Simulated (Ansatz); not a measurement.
# WS2 (2H monolayer type, one sheet): independent-particle optics

Aim: the dielectric function of WS2 (2H monolayer type, one sheet) in the independent-particle picture, and how it depends on the functional and on the gap. The runs, in order: HSE06 for the gap; optics with PBE on 9×9×1; optics with r2SCAN on 9×9×1; optics with PBE and scissors to the HSE06 gap on 9×9×1; optics with PBE with spin-orbit coupling on 6×6×1.

Method: plane waves, PAW; no local fields, no excitons, in Ansatz 0.2.0.

2 further runs of the same task are left out: 2 that didn't finish.

### 1 The system as given

The structure is hexagonal, space group P-6m2 (No. 187). The conventional cell has a = 3.180 Å, b = 3.180 Å, c = 30.833 Å, α = 90.00°, β = 90.00°, γ = 120.00°. W (site symmetry -6m2) has 6 S at 2.41 Å as nearest neighbours. S (site symmetry 3m) is surrounded by 3 W at 2.41 Å.

Coordinates:

```cif
data_structure
_symmetry_space_group_name_H-M 'P-6m2'
_symmetry_Int_Tables_number 187
_cell_length_a 3.1803
_cell_length_b 3.1803
_cell_length_c 30.8326
_cell_angle_alpha 90.000
_cell_angle_beta 90.000
_cell_angle_gamma 120.000
_cell_volume 270.07
loop_
_atom_site_label
_atom_site_type_symbol
_atom_site_symmetry_multiplicity
_atom_site_Wyckoff_symbol
_atom_site_fract_x
_atom_site_fract_y
_atom_site_fract_z
_atom_site_occupancy
W1 W 1 c 0.33333 0.66667 0.00000 1
S1 S 2 i 0.66667 0.33333 0.05058 1
```

Cell and atoms come from an earlier r2SCAN relaxation. No spin polarisation is used; should the compound be magnetic, its bands and low-energy spectrum would differ. The cell holds one sheet and vacuum, and is periodic in the plane alone; ε, where given, is a mean over the whole height of the cell, so ε₂ and ε₁ − 1 scale inversely with that height and aren't the sheet's own values. Spin-orbit coupling, which matters for W, is in the runs so named alone.

### 2 HSE06 levels at special points

The input, input.yaml:

```yaml
crystal:
  lattice:
    - [3.180312318, 0.0, 0.0]
    - [-1.590156159, 2.7542312593, 0.0]
    - [0.0, 0.0, 30.8325707176]
  atoms:
    - { symbol: W, position: [0.3333333333, 0.6666666667, 0.2918991116] }
    - { symbol: S, position: [0.6666666667, 0.3333333333, 0.3424814092] }
    - { symbol: S, position: [0.6666666667, 0.3333333333, 0.241316814] }
  periodic: [true, true, false]
kpoints:
  mp_grid: { grid: [6, 6, 1] }
  band_path:
    path: [[0.0, 0.0, 0.0], [0.5, 0.0, 0.0], [0.3333333333, 0.3333333333, 0.0]]
    npoints: 1
hamiltonian:
  xc: hse06
scf:
  occupations: { method: fixed }
  n_extra_bands: 4
output:
  forces: true
  stress: true
  eigenvalues: true
```

Run with:

```console
ansatz run input.yaml --threads 4 --pin off --max-ram 5529MiB --backend cpu --events-out ev --progress --plain --runs-dir out
```

Further steps of the session: Optics, PBE; Optics, r2SCAN; Optics, PBE with a scissors shift; Optics, PBE with spin-orbit coupling.

Before running them: what should the planned runs give, taken together? Wanted: ε∞, PBE; ε∞, r2SCAN; ε∞, PBE with spin-orbit coupling; tallest peak of ε₂, PBE; tallest peak of ε₂, r2SCAN; tallest peak of ε₂, PBE with spin-orbit coupling; HSE06 direct gap.

The runs gave:

| quantity | value |
| --- | --- |
| ε∞, PBE | 3.67 (xx, yy), 2.38 (zz) |
| ε∞, r2SCAN | 3.46 (xx, yy), 2.27 (zz) |
| ε∞, PBE + 0.48 eV scissors | 3.38 (xx, yy), 2.29 (zz) |
| ε∞, PBE with spin-orbit coupling | 3.62 (xx, yy), 2.30 (zz) |
| tallest peak of ε₂, PBE | 7.0 at 3.05 eV |
| tallest peak of ε₂, r2SCAN | 6.6 at 3.25 eV |
| tallest peak of ε₂, PBE + 0.48 eV scissors | 7.1 at 3.55 eV |
| tallest peak of ε₂, PBE with spin-orbit coupling | 5.6 at 2.70 eV (complete to 9.2 eV) |
| HSE06 direct gap | 2.29 eV |

What this shows: PBE + 0.48 eV scissors has the widest direct gap (2.29 eV) and PBE with spin-orbit coupling the narrowest (1.55 eV); ε∞ is 3.38 and 3.62 (in the plane). Spin-orbit coupling moves the direct gap by -0.26 eV; ε∞ doesn't compare between these two runs, as the bands summed differ. The meshes differ between the runs, and peak heights and places move with the mesh, so part of any difference isn't the level's. A sheet's ε refers to the whole height of the cell: in the plane ε − 1 falls as one over that height. Local fields and excitons are left out: both change ε∞, and without excitons the onset lacks its lines.
